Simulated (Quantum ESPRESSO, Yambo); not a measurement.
# Beyond one shot: KI (Fm-3m), part 2 of 2

How far does self-consistency move the gap of KI (Fm-3m)?

Quantum ESPRESSO 7.5 and Yambo 5.3.0; PBE and many-body steps on it, plane waves. Known limits of the many-body steps: not at the basis limit; no spin-orbit coupling.

So far. Step 5 (evGW0, cycle 1): Against G0W0 in Yambo (4×4×4 mesh, 147 bands, screening to 149.7 eV, Godby-Needs plasmon pole), the gap moves by +0.163 eV. Step 6 (evGW0, cycle 2): Against the cycle before, the gap moves by +0.014 eV.

## 7. evGW0, cycle 3

Level of this step: evGW0 on PBE, plane waves, norm-conserving pseudopotentials (Yambo).

Contents of gw5.in:

```
HF_and_locXC
gw0
dyson
ppa
em1d
rim_cut
RandQpts= 1000000
RandGvec= 1 RL
EXXRLvcs= 76 Ry
VXCRLvcs= 304 Ry
Chimod= "HARTREE"
% BndsRnXp
 1 | 147 |
%
NGsBlkXp= 11 Ry
% LongDrXp
 1 | 1 | 1 |
%
% GbndRnge
 1 | 147 |
%
DysSolver= "n"
ExtendOut
PPAPntXp= 27.21138 eV
% QPkrange
 1 | 8 | 11 | 21 |
%
GfnQPdb= "E < ./gw4_fix/ndb.QP"
```

Started as:

```
$ OMP_NUM_THREADS=1 mpirun -n 16 yambo -F gw5.in -J gw5,gw1_W -C gw5 > gw5.log
```

What it wrote:

```text
 Yambo, version 5.3.0

 [02] CORE Variables Setup
 =========================

  [... cell, symmetries and grids as in the set-up ...]

  [02.05] Energies & Occupations
  ==============================

  [X] === General ===
  [X] Electronic Temperature                        :  0.000000  0.000000 [eV K]
  [X] Bosonic    Temperature                        :  0.000000  0.000000 [eV K]
  [X] Finite Temperature mode                       : no
  [X] El. density                                   :  0.38557E+24 [cm-3]
[...]
Sx RL components                                 :   6735

   QP @ state[ 1 ] K range                          :   1   8
   QP @ state[ 1 ] b range                          :  11  21
   GF energies kind                                 : Perdew, Burke & Ernzerhof(X)+Perdew, Burke & Ernzerhof(C)+ E < ./gw2/ndb.QP + @E Fit+ E < ./gw3_fix/
   GF WF`s kind                                     : Perdew, Burke & Ernzerhof(X)+Perdew, Burke & Ernzerhof(C)
   Xs energies kind                                 : Perdew, Burke & Ernzerhof(X)+Perdew, Burke & Ernzerhof(C)
   Xs WF`s kind                                     : Perdew, Burke & Ernzerhof(X)+Perdew, Burke & Ernzerhof(C)

 [13] Game Over & Game summary
```

It took 9.4 min on 16 MPI ranks of Intel Xeon 6975P-C (Granite Rapids), shared host; peak memory 9.6 GiB; 2.1 h of CPU time.

This step gave:

```
quasiparticle gap on the mesh                         : 6.203 eV
gap of the density functional on the mesh             : 3.968 eV
k of the valence top                                  : 0, 0, 0
k of the conduction bottom                            : 0, 0, 0
least direct quasiparticle gap on the computed points : 6.203 eV
```

Against the cycle before, the gap moves by +0.001 eV.

The program's own table gives 6.454 eV, which is too large where the input levels are shifted: this version takes Σc at the unshifted level E₀, yet steps from the shifted one. The value above is the Newton step from E₀, E₀ + Z(Σc + Σx − Vxc), rebuilt from the printed columns.

## 8. evGW, cycle 1

This step: evGW on PBE, plane waves, norm-conserving pseudopotentials.

gw6.in, as its differences from gw5.in of step 7:

```diff
@@ -27,2 +27,3 @@
 %
-GfnQPdb= "E < ./gw4_fix/ndb.QP"
+GfnQPdb= "E < ./gw2/ndb.QP"
+XfnQPdb= "E < ./gw2/ndb.QP"
```

Started as:

```
$ OMP_NUM_THREADS=1 mpirun -n 16 yambo -F gw6.in -J gw6 -C gw6 > gw6.log
```

What it wrote:

```text
 Yambo, version 5.3.0

 [02] CORE Variables Setup
 =========================

  [... cell, symmetries and grids as in the set-up ...]

  [02.05] Energies & Occupations
  ==============================

  [X] === General ===
  [X] Electronic Temperature                        :  0.000000  0.000000 [eV K]
  [X] Bosonic    Temperature                        :  0.000000  0.000000 [eV K]
  [X] Finite Temperature mode                       : no
  [X] El. density                                   :  0.38557E+24 [cm-3]
[...]
Sx RL components                                 :   6735

   QP @ state[ 1 ] K range                          :   1   8
   QP @ state[ 1 ] b range                          :  11  21
   GF energies kind                                 : Perdew, Burke & Ernzerhof(X)+Perdew, Burke & Ernzerhof(C)+ E < ./gw2/ndb.QP + @E Fit
   GF WF`s kind                                     : Perdew, Burke & Ernzerhof(X)+Perdew, Burke & Ernzerhof(C)
   Xs energies kind                                 : Perdew, Burke & Ernzerhof(X)+Perdew, Burke & Ernzerhof(C)
   Xs WF`s kind                                     : Perdew, Burke & Ernzerhof(X)+Perdew, Burke & Ernzerhof(C)

 [15] Game Over & Game summary
```

It took 12 min on 16 MPI ranks; peak memory 10 GiB.

This step gave:

```yaml
quasiparticle_gap_on_the_mesh: 6.642 eV
gap_of_the_density_functional_on_the_mesh: 3.968 eV
k_of_the_valence_top: 0, 0, 0
k_of_the_conduction_bottom: 0, 0, 0
least_direct_quasiparticle_gap_on_the_computed_points: 6.642 eV
```

Against G0W0 in Yambo (4×4×4 mesh, 147 bands, screening to 149.7 eV, Godby-Needs plasmon pole), the gap moves by +0.617 eV.

The program's own table gives 6.836 eV, which is too large where the input levels are shifted: this version takes Σc at the unshifted level E₀, yet steps from the shifted one. The value above is the Newton step from E₀, E₀ + Z(Σc + Σx − Vxc), rebuilt from the printed columns.

## 9. evGW, cycle 2

gw7.in, as its differences from gw6.in of step 8:

```diff
@@ -27,3 +27,3 @@
 %
-GfnQPdb= "E < ./gw2/ndb.QP"
-XfnQPdb= "E < ./gw2/ndb.QP"
+GfnQPdb= "E < ./gw6_fix/ndb.QP"
+XfnQPdb= "E < ./gw6_fix/ndb.QP"
```

Started as:

```
$ OMP_NUM_THREADS=1 mpirun -n 16 yambo -F gw7.in -J gw7 -C gw7 > gw7.log
```

What it wrote:

```text
 Yambo, version 5.3.0

 [02] CORE Variables Setup
 =========================

  [... cell, symmetries and grids as in the set-up ...]

  [02.05] Energies & Occupations
  ==============================

  [X] === General ===
  [X] Electronic Temperature                        :  0.000000  0.000000 [eV K]
  [X] Bosonic    Temperature                        :  0.000000  0.000000 [eV K]
  [X] Finite Temperature mode                       : no
  [X] El. density                                   :  0.38557E+24 [cm-3]
[...]
Sx RL components                                 :   6735

   QP @ state[ 1 ] K range                          :   1   8
   QP @ state[ 1 ] b range                          :  11  21
   GF energies kind                                 : Perdew, Burke & Ernzerhof(X)+Perdew, Burke & Ernzerhof(C)+ E < ./gw2/ndb.QP + @E Fit+ E < ./gw6_fix/
   GF WF`s kind                                     : Perdew, Burke & Ernzerhof(X)+Perdew, Burke & Ernzerhof(C)
   Xs energies kind                                 : Perdew, Burke & Ernzerhof(X)+Perdew, Burke & Ernzerhof(C)
   Xs WF`s kind                                     : Perdew, Burke & Ernzerhof(X)+Perdew, Burke & Ernzerhof(C)

 [15] Game Over & Game summary
```

Elapsed: 14 min, on 16 MPI ranks; peak memory 10 GiB; 2.3 h of CPU time.

Numbers from this step:

```yaml
quasiparticle_gap_on_the_mesh: 6.801 eV
gap_of_the_density_functional_on_the_mesh: 3.968 eV
k_of_the_valence_top: 0, 0, 0
k_of_the_conduction_bottom: 0, 0, 0
least_direct_quasiparticle_gap_on_the_computed_points: 6.801 eV
```

Against the cycle before, the gap moves by +0.159 eV.

The program's own table gives 7.030 eV, which is too large where the input levels are shifted: this version takes Σc at the unshifted level E₀, yet steps from the shifted one. The value above is the Newton step from E₀, E₀ + Z(Σc + Σx − Vxc), rebuilt from the printed columns.

## 10. evGW, cycle 3

gw8.in, as its differences from gw7.in of step 9:

```diff
@@ -27,3 +27,3 @@
 %
-GfnQPdb= "E < ./gw6_fix/ndb.QP"
-XfnQPdb= "E < ./gw6_fix/ndb.QP"
+GfnQPdb= "E < ./gw7_fix/ndb.QP"
+XfnQPdb= "E < ./gw7_fix/ndb.QP"
```

Started as:

```
$ OMP_NUM_THREADS=1 mpirun -n 16 yambo -F gw8.in -J gw8 -C gw8 > gw8.log
```

What it wrote:

```text
 Yambo, version 5.3.0

 [02] CORE Variables Setup
 =========================

  [... cell, symmetries and grids as in the set-up ...]

  [02.05] Energies & Occupations
  ==============================

  [X] === General ===
  [X] Electronic Temperature                        :  0.000000  0.000000 [eV K]
  [X] Bosonic    Temperature                        :  0.000000  0.000000 [eV K]
  [X] Finite Temperature mode                       : no
  [X] El. density                                   :  0.38557E+24 [cm-3]
[...]
Sx RL components                                 :   6735

   QP @ state[ 1 ] K range                          :   1   8
   QP @ state[ 1 ] b range                          :  11  21
   GF energies kind                                 : Perdew, Burke & Ernzerhof(X)+Perdew, Burke & Ernzerhof(C)+ E < ./gw2/ndb.QP + @E Fit+ E < ./gw6_fix/
   GF WF`s kind                                     : Perdew, Burke & Ernzerhof(X)+Perdew, Burke & Ernzerhof(C)
   Xs energies kind                                 : Perdew, Burke & Ernzerhof(X)+Perdew, Burke & Ernzerhof(C)
   Xs WF`s kind                                     : Perdew, Burke & Ernzerhof(X)+Perdew, Burke & Ernzerhof(C)

 [15] Game Over & Game summary
```

Elapsed: 13 min, on 16 MPI ranks; peak memory 10 GiB; 2.2 h of CPU time.

Numbers from this step:

- quasiparticle gap on the mesh: 6.838 eV
- gap of the density functional on the mesh: 3.968 eV
- k of the valence top: 0, 0, 0
- k of the conduction bottom: 0, 0, 0
- least direct quasiparticle gap on the computed points: 6.838 eV

Against the cycle before, the gap moves by +0.037 eV.

The program's own table gives 7.075 eV, which is too large where the input levels are shifted: this version takes Σc at the unshifted level E₀, yet steps from the shifted one. The value above is the Newton step from E₀, E₀ + Z(Σc + Σx − Vxc), rebuilt from the printed columns.

## 11. evGW, cycle 4

gw9.in, as its differences from gw8.in of step 10:

```diff
@@ -27,3 +27,3 @@
 %
-GfnQPdb= "E < ./gw7_fix/ndb.QP"
-XfnQPdb= "E < ./gw7_fix/ndb.QP"
+GfnQPdb= "E < ./gw8_fix/ndb.QP"
+XfnQPdb= "E < ./gw8_fix/ndb.QP"
```

Started as:

```
$ OMP_NUM_THREADS=1 mpirun -n 16 yambo -F gw9.in -J gw9 -C gw9 > gw9.log
```

What it wrote:

```text
 Yambo, version 5.3.0

 [02] CORE Variables Setup
 =========================

  [... cell, symmetries and grids as in the set-up ...]

  [02.05] Energies & Occupations
  ==============================

  [X] === General ===
  [X] Electronic Temperature                        :  0.000000  0.000000 [eV K]
  [X] Bosonic    Temperature                        :  0.000000  0.000000 [eV K]
  [X] Finite Temperature mode                       : no
  [X] El. density                                   :  0.38557E+24 [cm-3]
[...]
Sx RL components                                 :   6735

   QP @ state[ 1 ] K range                          :   1   8
   QP @ state[ 1 ] b range                          :  11  21
   GF energies kind                                 : Perdew, Burke & Ernzerhof(X)+Perdew, Burke & Ernzerhof(C)+ E < ./gw2/ndb.QP + @E Fit+ E < ./gw6_fix/
   GF WF`s kind                                     : Perdew, Burke & Ernzerhof(X)+Perdew, Burke & Ernzerhof(C)
   Xs energies kind                                 : Perdew, Burke & Ernzerhof(X)+Perdew, Burke & Ernzerhof(C)
   Xs WF`s kind                                     : Perdew, Burke & Ernzerhof(X)+Perdew, Burke & Ernzerhof(C)

 [15] Game Over & Game summary
```

Wall time 10 min (16 MPI ranks); peak memory 10 GiB; 2.3 h of CPU time.

Numbers from this step:

```
quasiparticle gap on the mesh                         : 6.846 eV
gap of the density functional on the mesh             : 3.968 eV
k of the valence top                                  : 0, 0, 0
k of the conduction bottom                            : 0, 0, 0
least direct quasiparticle gap on the computed points : 6.846 eV
```

Against the cycle before, the gap moves by +0.008 eV.

The program's own table gives 7.085 eV, which is too large where the input levels are shifted: this version takes Σc at the unshifted level E₀, yet steps from the shifted one. The value above is the Newton step from E₀, E₀ + Z(Σc + Σx − Vxc), rebuilt from the printed columns.

## 12. The runs together

Times are wall times on 16 MPI ranks of Intel Xeon 6975P-C (Granite Rapids), shared host, good to a factor of about two.

```csv
run,mesh,bands,screening cutoff (eV),DFT gap (eV),gap on the mesh (eV),direct (eV),time
G0W0,4×4×4,147,149.7,3.968,6.025,6.025,70 s
"evGW0, cycle 1",4×4×4,147,149.7,3.968,6.188,6.188,9.5 min
"evGW0, cycle 2",4×4×4,147,149.7,3.968,6.201,6.201,9.3 min
"evGW0, cycle 3",4×4×4,147,149.7,3.968,6.203,6.203,9.4 min
"evGW, cycle 1",4×4×4,147,149.7,3.968,6.642,6.642,12 min
"evGW, cycle 2",4×4×4,147,149.7,3.968,6.801,6.801,14 min
"evGW, cycle 3",4×4×4,147,149.7,3.968,6.838,6.838,13 min
"evGW, cycle 4",4×4×4,147,149.7,3.968,6.846,6.846,10 min
```

## 13. What came out

```
G0W0           : 6.025 eV
evGW0, cycle 1 : 6.188 eV
evGW0, cycle 2 : 6.201 eV
evGW0, cycle 3 : 6.203 eV
evGW, cycle 1  : 6.642 eV
evGW, cycle 2  : 6.801 eV
evGW, cycle 3  : 6.838 eV
evGW, cycle 4  : 6.846 eV
known limits   : not at the basis limit; no spin-orbit coupling
```

In words: evGW0 ends at 6.20 eV, +0.18 eV from G0W0, after 3 cycles that took 28 min beside the first screening; the last moved the gap by 0.001 eV. evGW ends at 6.85 eV, +0.82 eV from G0W0, after 4 cycles that took 49 min beside the first screening; the last moved the gap by 0.008 eV. Bands and cutoff are finite, so the gap is not at the basis limit. The miss can reach some tenths of an eV and take either sign; the mesh is an error of its own. The many-body steps are scalar-relativistic: spin-orbit coupling is not in them.

[Paths, hosts, dates, memory and timing lines, banners, echoed tables and standing remarks are left out of the program output.]

[Logs are printed without paths, hosts, clocks, repeated set-up lines and the standing remarks that a program may print on its own settings, such as how far it seeks lower states.]

[Runs of the session that timed out or met a known fault of the program may be left out.]

[Hosts, paths, dates, database ids (printed as entryN), source tags and the programs' standing remarks are cut or masked in the printed files.]
